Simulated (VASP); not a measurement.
# Mg (Fm-3m) in VASP: further runs

One crystal, Mg, is run at these levels: vdW-DF-cx, rev-vdW-DF2; tasks: relaxation of cell and atoms.

All numbers are computed with VASP 6.6.1; they aren't measurements. Logs are shortened: lines on timing, memory, paths and dates and some standing lists are left out, and cuts for length are marked.

## (1) Starting point

Symmetry: Fm-3m, No. 225, cubic system. The conventional cell has a = 6.967 Å, b = 6.967 Å, c = 6.967 Å, α = 90.00°, β = 90.00°, γ = 90.00°. Mg (site symmetry m-3m) has 8 Mg at 3.02 Å as nearest neighbours. Around Mg (site symmetry -43m) lie 4 Mg at 3.02 Å.

The cell was built by a generator and needn't be a form met in nature.

## (2) Relaxation of cell and atoms, vdW-DF-cx

INCAR reads:

```
SYSTEM = Mg
PREC = Accurate
ENCUT = 600
EDIFF = 1E-7
ISMEAR = -1
SIGMA = 0.05
LREAL = .FALSE.
LASPH = .TRUE.
NELM = 100
ALGO = Normal
ISIF = 3
LWAVE = .FALSE.
LCHARG = .FALSE.
GGA = CX
LUSE_VDW = .TRUE.
AGGAC = 0.0
IBRION = 2
NSW = 40
EDIFFG = -0.005
```

KPOINTS reads:

```
Automatic mesh
0
G
  7 7 7
  0 0 0
```

POSCAR reads:

```
Mg
1.0
    0.0000000000      3.4835000000      3.4835000000
    3.4835000000      0.0000000000      3.4835000000
    3.4835000000      3.4835000000      0.0000000000
Mg
3
Direct
    0.0000000000      0.0000000000      0.0000000000
    0.2500000000      0.2500000000      0.2500000000
    0.7500000000      0.7500000000      0.7500000000
```

Potentials or basis: VASP PAW PBE potentials, release 64 (Mg).

On the command line:

```console
$ cat potpaw_PBE.64/Mg/POTCAR > POTCAR
$ mpirun -np 1 vasp_std > vasp.out
```

OUTCAR:

```text
SYSTEM = Mg
   PREC = Accurate
   ENCUT = 600
   EDIFF = 1E-7
   ISMEAR = -1
   LREAL = .FALSE.
   LASPH = .TRUE.
   NELM = 100
   ISIF = 3
   GGA = CX
   IBRION = 2
   NSW = 40
   EDIFFG = -0.005

 ion  position               nearest neighbor table
   1  0.000  0.000  0.000-   3 3.02   2 3.02   3 3.02   2 3.02   3 3.02   3 3.02   2 3.02   2 3.02

   2  0.250  0.250  0.250-   1 3.02   1 3.02   1 3.02   1 3.02   3 3.48   3 3.48   3 3.48   3 3.48
                             3 3.48   3 3.48
   3  0.750  0.750  0.750-   1 3.02   1 3.02   1 3.02   1 3.02   2 3.48   2 3.48   2 3.48   2 3.48
                             2 3.48   2 3.48

  LATTYP: Found a face centered cubic cell.
 ALAT       =     6.9670000000

  Lattice vectors:

 A1 = (   0.0000000000,   3.4835000000,   3.4835000000)
 A2 = (   3.4835000000,   0.0000000000,   3.4835000000)
 A3 = (   3.4835000000,   3.4835000000,   0.0000000000)

Analysis of symmetry for initial positions (statically):
=====================================================================
 Subroutine PRICEL returns:
 Original cell was already a primitive cell.

 Routine SETGRP: Setting up the symmetry group for a
 face centered cubic supercell.

 Subroutine GETGRP returns: Found 48 space group operations
 (whereof 48 operations were pure point group operations)
 out of a pool of 48 trial point group operations.

The static configuration has the point symmetry O_h .

Analysis of symmetry for dynamics (positions and initial velocities):
=====================================================================
 Subroutine PRICEL returns:
 Original cell was already a primitive cell.

 Routine SETGRP: Setting up the symmetry group for a
 face centered cubic supercell.

 Subroutine GETGRP returns: Found 48 space group operations
 (whereof 48 operations were pure point group operations)
 out of a pool of 48 trial point group operations.

The dynamic configuration has the point symmetry O_h .

 Subroutine INISYM returns: Found 48 space group operations
 (whereof 48 operations are pure point group operations),
 and found     1 'primitive' translations

----------------------------------------------------------------------------------------

                                     Primitive cell

  volume of cell :      84.5430

  direct lattice vectors                    reciprocal lattice vectors
     0.000000000  3.483500000  3.483500000    -0.143533802  0.143533802  0.143533802
     3.483500000  0.000000000  3.483500000     0.143533802 -0.143533802  0.143533802
     3.483500000  3.483500000  0.000000000     0.143533802  0.143533802 -0.143533802
[... 72 lines left out ...]
   PREC   = accura    normal or accurate (medium, high low for compatibility)
   ISTART =      0    job   : 0-new  1-cont  2-samecut
   ICHARG =      2    charge: 1-file 2-atom 10-const
   ISPIN  =      1    spin polarized calculation?
   LNONCOLLINEAR =      F non collinear calculations
   LSORBIT =      F    spin-orbit coupling
   LASPH  =      T    aspherical Exc in radial PAW
   ENCUT  =  600.0 eV  44.10 Ry    6.64 a.u.   9.84  9.84  9.84*2*pi/ulx,y,z
   NELM   =    100;   NELMIN=  2; NELMDL= -5     # of ELM steps
   EDIFF  = 0.1E-06   stopping-criterion for ELM
   LREAL  =      F    real-space projection
   EDIFFG = -.5E-02   stopping-criterion for IOM
   NSW    =     40    number of steps for IOM
   IBRION =      2    ionic relax: 0-MD 1-quasi-New 2-CG
   NFREE  =      1    steps in history (QN), initial steepest desc. (CG)
   ISIF   =      3    stress and relaxation
   ISYM   =      2    0-nonsym 1-usesym 2-fastsym
   POTIM  = 0.5000    time-step for ionic-motion
   TEBEG  =    0.0;   TEEND  =   0.0 temperature during run
   PSTRESS=    0.0 pullay stress
   NELECT =       6.0000    total number of electrons
   NUPDOWN=      -1.0000    fix difference up-down
   EMIN   =  10.00;   EMAX   =-10.00  energy-range for DOS
   EFERMI =   0.00;   METHOD = LEGACY
   ISMEAR =    -1;   SIGMA  =   0.05  broadening in eV -4-tet -1-fermi 0-gaus
   EFERMI_NEDOS =   21; number of points for ismear=-14 and -15
   IALGO  =     38    algorithm
   IMIX   =      4    mixing-type and parameters
     AMIX     =   0.40;   BMIX     =  1.00
     AMIX_MAG =   1.60;   BMIX_MAG =  1.00
  volume/ion in A,a.u.               =      28.18       190.17
  Fermi-wavevector in a.u.,A,eV,Ry     =   0.677797  1.280850  6.250630  0.459408
  Thomas-Fermi vector in A             =   1.755511
   LORBIT       =      0    0 simple, 1 ext, 2 COOP (PROOUT), +10 PAW based schemes
   GGA     = CX    functional components
   LHFCALC =     F    Hartree Fock is set to
   AEXX    =    0.0000 exact exchange contribution
   IVDW_NL    =     1    kernel type
   BPARAM     = 6.3000
   IVDW    =     0    specifies the selected vdW correction
   LEPSILON=     F    determine dielectric tensor
   LRPA    =     F    only Hartree local field effects (RPA)
 conjugate gradient relaxation of ions
 non-spin polarized calculation
  energy-cutoff  :      600.00
  volume of cell :       84.54
 maximum number of plane-waves:      2838
   NGX = 19   NGY = 19   NGZ = 19

--------------------------------------- Ionic step        1  -------------------------------------------

 number of electron       6.0000000 magnetization

 Free energy of the ion-electron system (eV)
  ---------------------------------------------------
  ext. energy  EPLUGINS =         0.00000000
  ---------------------------------------------------
  free energy    TOTEN  =         0.42036796 eV

  energy without entropy =        0.43636714  energy(sigma->0) =        0.42836755

------------------------ aborting loop because EDIFF is reached ----------------------------------------

  FORCE on cell =-STRESS in cart. coord.  units (eV):
  Direction    XX          YY          ZZ          XY          YZ          ZX
  --------------------------------------------------------------------------------------
  -------------------------------------------------------------------------------------
  Total       -0.0873341     -0.0873341     -0.0873341     -0.0000000     -0.0000000      0.0000000
  in kB       -1.6550733     -1.6550733     -1.6550733     -0.0000000     -0.0000000      0.0000000
  external PRESSURE =      -1.6550733 kB  Pullay stress =       0.0000000 kB
[... 65 lines left out ...]
--------------------------------------- Ionic step        3  -------------------------------------------

 number of electron       6.0000000 magnetization

 Free energy of the ion-electron system (eV)
  ---------------------------------------------------
  ext. energy  EPLUGINS =         0.00000000
  ---------------------------------------------------
  free energy    TOTEN  =         0.42007400 eV

  energy without entropy =        0.43602345  energy(sigma->0) =        0.42804873

 E-fermi :   1.4356     XC(G=0):  -7.7738

 val. band max:        1.3902419429   @ k =  -0.4286   0.1429   0.0000
 cond. band min:       1.4774830715   @ k =   0.4286   0.2857   0.0000
 fundamental gap:      0.0872411286
 Fermi energy:         1.4355640117

 k-point     1 :       0.0000    0.0000    0.0000
  band No.  band energies     occupation
      1      -4.5684      2.00000
      2       3.6967      0.00000
      3       3.6967      0.00000
      4       3.6967      0.00000
      5       4.0370      0.00000
      6       4.0370      0.00000
      7       4.0370      0.00000
[... 222 lines left out ...]
  energy  without entropy=        0.4360234506  energy(sigma->0) =        0.42804873

Total vdW correction in eV:      2.8272210

 reached required accuracy - stopping structural energy minimisation
```

OSZICAR:

```text
N       E                     dE             d eps       ncg     rms          rms(c)
DAV:   1     0.833366942013E+01    0.83337E+01   -0.21054E+03   280   0.672E+02
DAV:   2     0.536174000573E+00   -0.77975E+01   -0.73698E+01   343   0.463E+01
DAV:   3     0.447418207621E+00   -0.88756E-01   -0.87229E-01   462   0.598E+00
DAV:   4     0.447318179837E+00   -0.10003E-03   -0.10003E-03   378   0.184E-01
[... 14 lines left out ...]
       N       E                     dE             d eps       ncg     rms          rms(c)
DAV:   1     0.420073431607E+00   -0.40543E-04   -0.32589E-04   308   0.110E-01    0.625E-03
DAV:   2     0.420073773421E+00    0.34181E-06   -0.31390E-06   350   0.128E-02    0.410E-03
DAV:   3     0.420073961062E+00    0.18764E-06   -0.18768E-06   329   0.795E-03    0.401E-04
DAV:   4     0.420074000517E+00    0.39456E-07   -0.47479E-08   154   0.144E-03
   3 F= 0.42007400E+00 E0= 0.42804873E+00  d E =-.293956E-03
```

CONTCAR:

```text
Mg
   1.00000000000000
    -0.0000000000000000    3.4758935009437182    3.4758935009437186
     3.4758935009437182   -0.0000000000000000    3.4758935009437186
     3.4758935009437182    3.4758935009437182    0.0000000000000000
  Mg
     3
Direct
     0.0000000000000000    0.0000000000000000    0.0000000000000000
     0.2500000000000000    0.2500000000000000    0.2500000000000000
     0.7500000000000000    0.7500000000000000    0.7500000000000000

  0.00000000E+00  0.00000000E+00  0.00000000E+00
  0.00000000E+00  0.00000000E+00  0.00000000E+00
  0.00000000E+00  0.00000000E+00  0.00000000E+00
```

It took 2.3 min on 1 thread of Intel Xeon 6975P-C (Granite Rapids), shared host; peak memory 0.56 GiB.

Results:

* Free energy: 0.4201 eV
* Relaxed volume: 28.00 Å³/atom
* Relaxed cell: a = 4.916 Å, b = 4.916 Å, c = 4.916 Å, α = 60.00°, β = 60.00°, γ = 60.00°
* Space group after relaxing (to 0.05 Å): Fm-3m (No. 225)
* Energy gained by relaxing: 0.1 meV/atom
* Ionic steps: 3
* Pressure after relaxing: 0.0 GPa
* Band gap on the k mesh: none (metal or under the smearing width)

Step by step:
```tsv
step	energy change (eV)	largest force (eV/Å)	pressure (GPa)	volume (Å³)
1	0.0000	0.0000	-0.17	84.54
2	-0.0003	0.0000	-0.06	84.19
3	-0.0003	0.0000	0.00	83.99
```

Final structure:
```yaml
crystal:
  lattice:
    - [0.00000, 3.47589, 3.47589]
    - [3.47589, 0.00000, 3.47589]
    - [3.47589, 3.47589, 0.00000]
  atoms:
    - { symbol: Mg, position: [0.00000, 0.00000, 0.00000] }
    - { symbol: Mg, position: [0.25000, 0.25000, 0.25000] }
    - { symbol: Mg, position: [0.75000, 0.75000, 0.75000] }
```

Caveat: the PAW data sets were made with another functional, which shifts forces and pressure a little.

## (3) Relaxation of cell and atoms, rev-vdW-DF2

Edit INCAR of step 2 so:

```diff
@@ -13,5 +13,8 @@
 LCHARG = .FALSE.
-GGA = CX
+GGA = MK
 LUSE_VDW = .TRUE.
 AGGAC = 0.0
+PARAM1 = 0.1234
+PARAM2 = 0.711357
+ZAB_VDW = -1.8867
 IBRION = 2
```

KPOINTS is that of step 2.

POSCAR is that of step 2.

Potentials or basis: VASP PAW PBE potentials, release 64 (Mg).

On the command line:

```console
$ cat potpaw_PBE.64/Mg/POTCAR > POTCAR
$ mpirun -np 1 vasp_std > vasp.out
```

It took 2.4 min on 1 thread of Intel Xeon 6975P-C (Granite Rapids), shared host; peak memory 0.56 GiB.

The run converged. Its results:

```
Free energy                            : 0.0840 eV
Relaxed volume                         : 27.88 Å³/atom
Relaxed cell                           : a = 4.909 Å, b = 4.909 Å, c = 4.909 Å, α = 60.00°, β = 60.00°, γ = 60.00°
Space group after relaxing (to 0.05 Å) : Fm-3m (No. 225)
Energy gained by relaxing              : 0.2 meV/atom
Ionic steps                            : 3
Pressure after relaxing                : 0.0 GPa
Band gap on the k mesh                 : none (metal or under the smearing width)
```

Step by step:
```
step  energy change (eV)  largest force (eV/Å)  pressure (GPa)  volume (Å³)
   1              0.0000                0.0000           -0.25        84.54
   2             -0.0006                0.0000           -0.10        84.00
   3             -0.0007                0.0000            0.00        83.65
```

Final structure:
```
CELL_PARAMETERS angstrom
0.00000 3.47125 3.47125
3.47125 0.00000 3.47125
3.47125 3.47125 0.00000
ATOMIC_POSITIONS crystal
Mg 0.00000 0.00000 0.00000
Mg 0.25000 0.25000 0.25000
Mg 0.75000 0.75000 0.75000
```

Levels at points of the mesh, in eV from the Fermi level:
```
           k point  band 1  band 2  band 3  band 4  band 5  band 6  band 7
(0.00, 0.00, 0.00)   -6.03    2.27    2.27    2.27    2.62    2.62    2.62
```

Caveat: the PAW data sets were made with another functional, which shifts forces and pressure a little.
